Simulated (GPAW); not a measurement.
Runs of GPAW 26.7.0 on BeTe. Symmetry: F-43m, No. 216, cubic system. The conventional cell has a = 5.540 Å, b = 5.540 Å, c = 5.540 Å, α = 90.00°, β = 90.00°, γ = 90.00°. Te (site symmetry -43m) is surrounded by 4 Be at 2.40 Å. Around Be (site symmetry -43m) lie 4 Te at 2.40 Å. 

```tsv
task	level	potentials or basis	cell	cutoff (eV)	smearing	response ecut	maxiter	response k mesh	response bands	kernels	gap on the mesh (eV)	V0 of scaled cells (Å³/atom)	B0 (GPa)
dielectric tensor	PBE	GPAW PAW data sets (gpaw-data 1.2.1), pw	F-43m, 21.25 Å³/atom	650	fermi-dirac 0.001 eV	80 eV	150	21 × 21 × 21	24	["RPA"]	1.92	-	-
dielectric tensor	PBE	GPAW PAW data sets (gpaw-data 1.2.1), pw	F-43m, 20.4 Å³/atom	650	fermi-dirac 0.001 eV	80 eV	150	21 × 21 × 21	24	["RPA"]	1.81	-	-
equation of state	AM05	PAW data sets generated in the run's folder for this functional, pw	F-43m, 21.25 Å³/atom	800	fermi-dirac 0.05 eV	-	150	-	-	-	-	22.08	(b)
equation of state	LDA	the program's PAW data sets (release 1.2.1) made for this functional, pw	F-43m, 21.25 Å³/atom	800	fermi-dirac 0.05 eV	-	150	-	-	-	-	(a)	64
single point	PBE	GPAW PAW data sets (gpaw-data 1.2.1), pw	F-43m, 21.25 Å³/atom	650	fermi-dirac 0.05 eV	-	120	-	-	-	1.92	-	-
```

Alike in all rows: no spin polarisation; k mesh 7 × 7 × 7.

Task: Estimate the missing entries.

Result: (a) 21.44; (b) 59.

Caveats: spin-orbit coupling is left out, which moves the levels of the heavy elements (some runs); an odd mesh through Γ misses points on the zone boundary, where band edges often lie (some runs); the long-wavelength limit can be off by a per cent or two (some runs); the cutoff is short for stress and forces, so pressures can be off by a GPa or more (some runs).

A k mesh can miss the band edges, and the runs leave out spin-orbit coupling on Te.
